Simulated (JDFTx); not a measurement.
# Os in JDFTx: convergence with smearing width

Input of the first run (smearing width 0.3 eV); the others differ in this setting and in those tied to it:

File Os.in:

```
lattice \
    0.0000000000     3.6755173124     3.6755173124 \
    3.6755173124     0.0000000000     3.6755173124 \
    3.6755173124     3.6755173124     0.0000000000
coords-type Cartesian
ion Os     0.0000000000     0.0000000000     0.0000000000 1

ion-species pseudo/Os.upf
elec-cutoff 37
elec-ex-corr lda-PW
kpoint-folding 12 12 12
elec-smearing Gauss 0.0055123983
elec-n-bands 14
electronic-SCF nIterations 100 energyDiffThreshold 1e-09
electronic-minimize nIterations 30 energyDiffThreshold 1e-7
forces-output-coords Cartesian

dump-name run.$VAR
dump End Ecomponents EigStats BandEigs Kpoints Forces Stress
```

Potentials or basis: PseudoDojo-SR-LDA-0.4.1-stringent.

Run with:

```sh
$ jdftx -c 1 -i Os.in -o Os.out
```

This isn't the form of Os at room conditions, which is hcp.

Hardware: 1 thread of Arm Neoverse V1, on a shared host.

```tsv
smearing width	energy less the tightest run, at zero smearing (meV/atom)	pressure (GPa)	SCF cycles	CPU time (s)	peak memory (GiB)
0.3 eV	0.91	-26.43	8	27	0.09
0.2 eV	-0.17	-26.60	8	27	0.09
0.15 eV	-0.33	-26.65	8	27	0.09
0.1 eV	-0.26	-26.68	8	27	0.09
0.05 eV	-0.08	-26.70	8	27	0.09
0.025 eV	-0.06	-26.71	8	27	0.09
0.01 eV	0.00	-26.71	8	27	0.09
```

Against the tightest run, the energy stays within 1 meV/atom from 0.3 eV on; the pressure stays within 0.1 GPa from 0.15 eV on. Narrower smearing needs a denser k mesh, so at a fixed mesh the narrowest width isn't the most accurate. The tightest run that finished is the yardstick and may itself not be fully converged.

Caveat, for the tightest run too: so large a pressure means that the cell lies far from this level's equilibrium, or that cutoff or potentials fall short. The run has no spin-orbit coupling, so splittings on Os are missing.
